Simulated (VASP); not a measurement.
# Ca (Fm-3m) in VASP: a series of runs

One crystal, Ca, is run at these levels: PBE, PBEsol; tasks: single point.

Everything below comes from runs of VASP 6.6.1. Logs are shortened: lines on timing, memory, paths and dates and some standing lists are left out, and cuts for length are marked.

## 1. Starting point

Symmetry: Fm-3m, No. 225, cubic system. The conventional cell has a = 5.529 Å, b = 5.529 Å, c = 5.529 Å, α = 90.00°, β = 90.00°, γ = 90.00°. Ca (site symmetry m-3m) has 12 Ca at 3.91 Å as nearest neighbours.

## 2. Single point, PBE

INCAR

```
PREC = Accurate
ENCUT = 300
EDIFF = 1E-6
ISMEAR = 1
SIGMA = 0.1
LREAL = False
LASPH = True
NELM = 120
ALGO = Fast
ISIF = 2
LWAVE = False
LCHARG = False
GGA = PE
KPAR = 4
```

KPOINTS

```
Automatic mesh
0
Gamma
  13 13 13
```

POSCAR

```
Ca                                      
1.0
   -0.0000000000      2.7643065914      2.7643065914
    2.7643065914     -0.0000000000      2.7643065914
    2.7643065914      2.7643065914      0.0000000000
  Ca            
     1
Direct
     0.0000000000000000    0.0000000000000000    0.0000000000000000
```

Potentials or basis: VASP PAW PBE potentials, release 64 (Ca_sv).

On the command line:

```
> cat potpaw_PBE.64/Ca_sv/POTCAR > POTCAR
> mpirun -np 4 vasp_std > vasp.out
```

OUTCAR:

```text
PREC = Accurate
   ENCUT = 300
   EDIFF = 1E-6
   ISMEAR = 1
   LREAL = False
   LASPH = True
   NELM = 120
   ISIF = 2
   GGA = PE

 ion  position               nearest neighbor table
   1  0.000  0.000  0.000-

  LATTYP: Found a face centered cubic cell.
 ALAT       =     5.5286131828

  Lattice vectors:

 A1 = (   0.0000000000,   2.7643065914,   2.7643065914)
 A2 = (   2.7643065914,   0.0000000000,   2.7643065914)
 A3 = (   2.7643065914,   2.7643065914,   0.0000000000)

Analysis of symmetry for initial positions (statically):
=====================================================================
 Subroutine PRICEL returns:
 Original cell was already a primitive cell.

 Routine SETGRP: Setting up the symmetry group for a
 face centered cubic supercell.

 Subroutine GETGRP returns: Found 48 space group operations
 (whereof 48 operations were pure point group operations)
 out of a pool of 48 trial point group operations.

The static configuration has the point symmetry O_h .

Analysis of symmetry for dynamics (positions and initial velocities):
=====================================================================
 Subroutine PRICEL returns:
 Original cell was already a primitive cell.

 Routine SETGRP: Setting up the symmetry group for a
 face centered cubic supercell.

 Subroutine GETGRP returns: Found 48 space group operations
 (whereof 48 operations were pure point group operations)
 out of a pool of 48 trial point group operations.

The dynamic configuration has the point symmetry O_h .

 Subroutine INISYM returns: Found 48 space group operations
 (whereof 48 operations are pure point group operations),
 and found     1 'primitive' translations

----------------------------------------------------------------------------------------

                                     Primitive cell

  volume of cell :      42.2463

  direct lattice vectors                    reciprocal lattice vectors
     0.000000000  2.764306591  2.764306591    -0.180877187  0.180877187  0.180877187
     2.764306591  0.000000000  2.764306591     0.180877187 -0.180877187  0.180877187
     2.764306591  2.764306591  0.000000000     0.180877187  0.180877187 -0.180877187

  length of vectors
     3.909319872  3.909319872  3.909319872     0.313288478  0.313288478  0.313288478

  position of ions in fractional coordinates (direct lattice)
     0.000000000  0.000000000  0.000000000

  ion indices of the primitive-cell ions
   primitive index   ion index
                 1           1

----------------------------------------------------------------------------------------

 KPOINTS: Automatic mesh

Automatic generation of k-mesh.
 Grid dimensions read from file:
 generate k-points for:   13   13   13

 Generating k-lattice:

  Cartesian coordinates                     Fractional coordinates (reciprocal lattice)
    -0.013913630  0.013913630  0.013913630     0.076923077  0.000000000  0.000000000
     0.013913630 -0.013913630  0.013913630     0.000000000  0.076923077  0.000000000
     0.013913630  0.013913630 -0.013913630     0.000000000  0.000000000  0.076923077

  Length of vectors
     0.024099114  0.024099114  0.024099114

  Shift w.r.t. Gamma in fractional coordinates (k-lattice)
     0.000000000  0.000000000  0.000000000

 Subroutine IBZKPT returns following result:
 ===========================================

 Found     84 irreducible k-points:

 Following reciprocal coordinates:
            Coordinates               Weight
  0.000000  0.000000  0.000000      1.000000
  0.076923  0.000000  0.000000      8.000000
  0.153846  0.000000  0.000000      8.000000
  0.230769  0.000000  0.000000      8.000000
  0.307692  0.000000  0.000000      8.000000
  0.384615  0.000000  0.000000      8.000000
[... 16 lines left out ...]
  0.384615  0.153846  0.000000     24.000000
  0.461538  0.153846  0.000000     24.000000
 [... further k-points ...]
   k-points           NKPTS =     84   k-points in BZ     NKDIM =     84   number of bands    NBANDS=      9
   number of dos      NEDOS =    301   number of ions     NIONS =      1
   total plane-waves  NPLWV =  13824
   dimension x,y,z NGX =    24 NGY =   24 NGZ =   24
   dimension x,y,z NGXF=    48 NGYF=   48 NGZF=   48
   ions per type =               1
   NGX,Y,Z   is equivalent  to a cutoff of  10.21, 10.21, 10.21 a.u.
   NGXF,Y,Z  is equivalent  to a cutoff of  20.41, 20.41, 20.41 a.u.
 SYSTEM =  unknown system
   PREC   = accura    normal or accurate (medium, high low for compatibility)
   ISTART =      0    job   : 0-new  1-cont  2-samecut
   ICHARG =      2    charge: 1-file 2-atom 10-const
   ISPIN  =      1    spin polarized calculation?
   LNONCOLLINEAR =      F non collinear calculations
   LSORBIT =      F    spin-orbit coupling
   LASPH  =      T    aspherical Exc in radial PAW
   ENCUT  =  300.0 eV  22.05 Ry    4.70 a.u.   5.52  5.52  5.52*2*pi/ulx,y,z
   NELM   =    120;   NELMIN=  2; NELMDL= -5     # of ELM steps
   EDIFF  = 0.1E-05   stopping-criterion for ELM
   LREAL  =      F    real-space projection
   EDIFFG = 0.1E-04   stopping-criterion for IOM
   NSW    =      0    number of steps for IOM
   IBRION =     -1    ionic relax: 0-MD 1-quasi-New 2-CG
   NFREE  =      0    steps in history (QN), initial steepest desc. (CG)
   ISIF   =      2    stress and relaxation
   ISYM   =      2    0-nonsym 1-usesym 2-fastsym
   POTIM  = 0.5000    time-step for ionic-motion
   TEBEG  =    0.0;   TEEND  =   0.0 temperature during run
   PSTRESS=    0.0 pullay stress
   NELECT =      10.0000    total number of electrons
   NUPDOWN=      -1.0000    fix difference up-down
   EMIN   =  10.00;   EMAX   =-10.00  energy-range for DOS
   EFERMI =   0.00;   METHOD = LEGACY
   ISMEAR =     1;   SIGMA  =   0.10  broadening in eV -4-tet -1-fermi 0-gaus
   EFERMI_NEDOS =   21; number of points for ismear=-14 and -15
   IALGO  =     68    algorithm
   IMIX   =      4    mixing-type and parameters
     AMIX     =   0.40;   BMIX     =  1.00
     AMIX_MAG =   1.60;   BMIX_MAG =  1.00
  volume/ion in A,a.u.               =      42.25       285.09
  Fermi-wavevector in a.u.,A,eV,Ry     =   1.012695  1.913716 13.953468  1.025551
  Thomas-Fermi vector in A             =   2.145820
   LORBIT       =      0    0 simple, 1 ext, 2 COOP (PROOUT), +10 PAW based schemes
   GGA     = PE    functional components
   LHFCALC =     F    Hartree Fock is set to
   AEXX    =    0.0000 exact exchange contribution
   IVDW    =     0    specifies the selected vdW correction
   LEPSILON=     F    determine dielectric tensor
   LRPA    =     F    only Hartree local field effects (RPA)
 non-spin polarized calculation
 RMM-DIIS sequential band-by-band and
 Methfessel and Paxton  Order N= 1 SIGMA  =   0.10
  energy-cutoff  :      300.00
  volume of cell :       42.25
 maximum number of plane-waves:       531
 NGX is ok and might be reduce to    24
   NGX = 11   NGY = 11   NGZ = 11

 number of electron      10.0000000 magnetization

 number of electron       9.9999998 magnetization

 Free energy of the ion-electron system (eV)
  ---------------------------------------------------
  ext. energy  EPLUGINS =         0.00000000
  ---------------------------------------------------
  free energy    TOTEN  =        -1.93559464 eV

  energy without entropy =       -1.93508441  energy(sigma->0) =       -1.93542456

 E-fermi :   1.9543     XC(G=0):  -7.7328

 val. band max:        1.9387837371   @ k =  -0.3846   0.3846   0.0000
 cond. band min:       1.9792302405   @ k =  -0.4615   0.1538   0.0769
 fundamental gap:      0.0404465034
 Fermi energy:         1.9542670783

 k-point     1 :       0.0000    0.0000    0.0000
  band No.  band energies     occupation
      1     -40.0676      2.00000
      2     -20.9862      2.00000
      3     -20.9862      2.00000
      4     -20.9862      2.00000
      5      -2.0624      2.00000
      6       4.2897      0.00000
      7       4.2897      0.00000
      8       4.2897      0.00000
      9       5.3571      0.00000

 k-point     2 :       0.0769    0.0000    0.0000
  band No.  band energies     occupation
      1     -40.0668      2.00000
      2     -20.9940      2.00000
      3     -20.9873      2.00000
      4     -20.9873      2.00000
      5      -1.9612      2.00000
      6       4.1803      0.00000
      7       4.3283      0.00000
      8       4.3283      0.00000
      9       5.3234      0.00000

 k-point     3 :       0.1538    0.0000    0.0000
  band No.  band energies     occupation
      1     -40.0647      2.00000
      2     -21.0157      2.00000
      3     -20.9901      2.00000
      4     -20.9901      2.00000
      5      -1.6636      2.00000
      6       3.8886     -0.00000
      7       4.4109      0.00000
      8       4.4109      0.00000
      9       5.2699      0.00000

 k-point     4 :       0.2308    0.0000    0.0000
  band No.  band energies     occupation
      1     -40.0616      2.00000
      2     -21.0463      2.00000
      3     -20.9943      2.00000
      4     -20.9943      2.00000
      5      -1.1875      2.00000
      6       3.4844     -0.00000
      7       4.4359      0.00000
      8       4.4359      0.00000
      9       5.3253      0.00000
[... 205 lines left out ...]
 k-point    22 :       0.3077    0.1538    0.0000
  band No.  band energies     occupation
      1     -40.0586      2.00000
      2     -21.0612      2.00000
      3     -21.0068      2.00000
      4     -21.0061      2.00000
      5      -0.6700      2.00000
      6       3.2268     -0.00000
      7       4.1612      0.00000
      8       4.6275      0.00000
      9       5.1076      0.00000

 k-point    23 :       0.3846    0.1538    0.0000
  band No.  band energies     occupation
      1     -40.0558      2.00000
      2     -21.0869      2.00000
      3     -21.0129      2.00000
      4     -21.0104      2.00000
      5      -0.0276      2.00000
      6       2.8298     -0.00000
      7       3.9369     -0.00000
      8       4.5603      0.00000
      9       5.5121      0.00000

 k-point    24 :       0.4615    0.1538    0.0000
  band No.  band energies     occupation
      1     -40.0537      2.00000
      2     -21.1052      2.00000
      3     -21.0196      2.00000
      4     -21.0117      2.00000
      5       0.6843      2.00000
      6       2.3418     -0.00000
      7       3.8149     -0.00000
      8       4.4716      0.00000
      9       5.8914      0.00000

 [... further k-points ...]

------------------------ aborting loop because EDIFF is reached ----------------------------------------

  FORCE on cell =-STRESS in cart. coord.  units (eV):
  Direction    XX          YY          ZZ          XY          YZ          ZX
  --------------------------------------------------------------------------------------
  -------------------------------------------------------------------------------------
  Total       -0.0491155     -0.0491155     -0.0491155     -0.0000000     -0.0000000      0.0000000
  in kB       -1.8626885     -1.8626885     -1.8626885     -0.0000000     -0.0000000      0.0000000
  external PRESSURE =      -1.8626885 kB  Pullay stress =       0.0000000 kB

 VOLUME and BASIS-vectors are now :
 -----------------------------------------------------------------------------
  energy-cutoff  :      300.00
  volume of cell :       42.25
      direct lattice vectors                 reciprocal lattice vectors
     0.000000000  2.764306591  2.764306591    -0.180877187  0.180877187  0.180877187
     2.764306591  0.000000000  2.764306591     0.180877187 -0.180877187  0.180877187
     2.764306591  2.764306591  0.000000000     0.180877187  0.180877187 -0.180877187

 POSITION                                       TOTAL-FORCE (eV/Angst)
 -----------------------------------------------------------------------------------
      0.00000      0.00000      0.00000         0.000000     -0.000000     -0.000000
 -----------------------------------------------------------------------------------
    total drift:                                0.000000      0.000000     -0.000000

  FREE ENERGIE OF THE ION-ELECTRON SYSTEM (eV)
  ---------------------------------------------------
  free  energy   TOTEN  =        -1.9355946398 eV

  energy  without entropy=       -1.9350844066  energy(sigma->0) =       -1.93542456
```

Run time: 4.6 s. Hardware: 4 MPI ranks of Intel Xeon Platinum 8375C at 2.90GHz (Ice Lake), shared host; peak memory 0.13 GiB.

Results:

| Quantity | Value |
| --- | --- |
| Free energy | -1.9356 eV |
| Band gap on the k mesh | none (metal or under the smearing width) |

Caveat: the cutoff is under 1.25 times the usual one of these potentials, so pressure, stress and relaxed cells hold a basis-set (Pulay) error.

## 3. Single point, PBE

INCAR, as its differences from that of step 2:

```diff
@@ -1,3 +1,3 @@
 PREC = Accurate
-ENCUT = 300
+ENCUT = 600
 EDIFF = 1E-6
```

KPOINTS is that of step 2.

POSCAR is that of step 2.

Potentials or basis: VASP PAW PBE potentials, release 64 (Ca_sv).

On the command line:

```
> cat potpaw_PBE.64/Ca_sv/POTCAR > POTCAR
> mpirun -np 4 vasp_std > vasp.out
```

OUTCAR:

```text
PREC = Accurate
   ENCUT = 600
   EDIFF = 1E-6
   ISMEAR = 1
   LREAL = False
   LASPH = True
   NELM = 120
   ISIF = 2
   GGA = PE

 ion  position               nearest neighbor table
   1  0.000  0.000  0.000-

  LATTYP: Found a face centered cubic cell.
 ALAT       =     5.5286131828

  Lattice vectors:

 A1 = (   0.0000000000,   2.7643065914,   2.7643065914)
 A2 = (   2.7643065914,   0.0000000000,   2.7643065914)
 A3 = (   2.7643065914,   2.7643065914,   0.0000000000)

Analysis of symmetry for initial positions (statically):
=====================================================================
 Subroutine PRICEL returns:
 Original cell was already a primitive cell.

 Routine SETGRP: Setting up the symmetry group for a
 face centered cubic supercell.

 Subroutine GETGRP returns: Found 48 space group operations
 (whereof 48 operations were pure point group operations)
 out of a pool of 48 trial point group operations.

The static configuration has the point symmetry O_h .

Analysis of symmetry for dynamics (positions and initial velocities):
=====================================================================
[... 163 lines left out ...]
 Fermi energy:         1.9527883358

 k-point     1 :       0.0000    0.0000    0.0000
  band No.  band energies     occupation
      1     -40.0706      2.00000
      2     -20.9877      2.00000
      3     -20.9877      2.00000
      4     -20.9877      2.00000
      5      -2.0681      2.00000
      6       4.2880      0.00000
      7       4.2880      0.00000
      8       4.2880      0.00000
      9       5.3552      0.00000
[... 265 lines left out ...]
 k-point    24 :       0.4615    0.1538    0.0000
  band No.  band energies     occupation
      1     -40.0567      2.00000
      2     -21.1075      2.00000
      3     -21.0215      2.00000
      4     -21.0138      2.00000
      5       0.6804      2.00000
      6       2.3404     -0.00000
      7       3.8134     -0.00000
      8       4.4700      0.00000
      9       5.9478      0.00000

 [... further k-points ...]

------------------------ aborting loop because EDIFF is reached ----------------------------------------

  FORCE on cell =-STRESS in cart. coord.  units (eV):
  Direction    XX          YY          ZZ          XY          YZ          ZX
  --------------------------------------------------------------------------------------
  -------------------------------------------------------------------------------------
  Total        0.0002419      0.0002419      0.0002419      0.0000000      0.0000000      0.0000000
  in kB        0.0091745      0.0091745      0.0091745      0.0000000      0.0000000      0.0000000
  external PRESSURE =       0.0091745 kB  Pullay stress =       0.0000000 kB

 VOLUME and BASIS-vectors are now :
 -----------------------------------------------------------------------------
  energy-cutoff  :      600.00
  volume of cell :       42.25
      direct lattice vectors                 reciprocal lattice vectors
     0.000000000  2.764306591  2.764306591    -0.180877187  0.180877187  0.180877187
     2.764306591  0.000000000  2.764306591     0.180877187 -0.180877187  0.180877187
     2.764306591  2.764306591  0.000000000     0.180877187  0.180877187 -0.180877187

 POSITION                                       TOTAL-FORCE (eV/Angst)
 -----------------------------------------------------------------------------------
      0.00000      0.00000      0.00000         0.000000      0.000000     -0.000000
 -----------------------------------------------------------------------------------
    total drift:                                0.000000      0.000000      0.000000

  FREE ENERGIE OF THE ION-ELECTRON SYSTEM (eV)
  ---------------------------------------------------
  free  energy   TOTEN  =        -1.9287625287 eV

  energy  without entropy=       -1.9282534797  energy(sigma->0) =       -1.92859285
```

OSZICAR:

```text
N       E                     dE             d eps       ncg     rms          rms(c)
DAV:   1     0.724480486914E+02    0.72448E+02   -0.54190E+03  1512   0.111E+03
DAV:   2    -0.489191321189E+00   -0.72937E+02   -0.72620E+02  1551   0.245E+02
DAV:   3    -0.187548720170E+01   -0.13863E+01   -0.13818E+01  2337   0.371E+01
DAV:   4    -0.193780486600E+01   -0.62318E-01   -0.62273E-01  2275   0.562E+00
DAV:   5    -0.193879446295E+01   -0.98960E-03   -0.98915E-03  2487   0.493E-01    0.220E+00
RMM:   6    -0.193115418100E+01    0.76403E-02   -0.95510E-03  1646   0.132E+00    0.137E+00
RMM:   7    -0.192892968396E+01    0.22245E-02   -0.22673E-02  1749   0.227E+00    0.117E-01
RMM:   8    -0.192856168418E+01    0.36800E-03   -0.54564E-03  1865   0.106E+00    0.280E-02
RMM:   9    -0.192870667231E+01   -0.14499E-03   -0.18500E-03  2260   0.507E-01    0.324E-02
RMM:  10    -0.192874487818E+01   -0.38206E-04   -0.44158E-04  2298   0.189E-01    0.206E-02
RMM:  11    -0.192875699070E+01   -0.12113E-04   -0.14873E-04  2364   0.119E-01    0.188E-02
RMM:  12    -0.192876000132E+01   -0.30106E-05   -0.38570E-05  2308   0.414E-02    0.403E-03
RMM:  13    -0.192876257256E+01   -0.25712E-05   -0.18053E-05  1916   0.196E-02    0.173E-03
RMM:  14    -0.192876252868E+01    0.43880E-07   -0.46331E-06  1735   0.118E-02
   1 F= -.19287625E+01 E0= -.19285928E+01  d E =-.509049E-03
```

It took 9.8 s on 4 MPI ranks of Intel Xeon Platinum 8375C at 2.90GHz (Ice Lake), shared host; peak memory 0.19 GiB.

Results:

| Property | Result |
| --- | --- |
| Free energy | -1.9288 eV |
| Pressure | 0.0 GPa |
| Band gap on the k mesh | none (metal or under the smearing width) |

Levels at points of the mesh, in eV from the Fermi level:
| k point | band 1 | band 2 | band 3 | band 4 | band 5 | band 6 | band 7 | band 8 | band 9 |
| --- | --- | --- | --- | --- | --- | --- | --- | --- | --- |
| (0.00, 0.00, 0.00) | -42.02 | -22.94 | -22.94 | -22.94 | -4.02 | 2.34 | 2.34 | 2.34 | 3.40 |

(Part 1 of 2 ends here.)
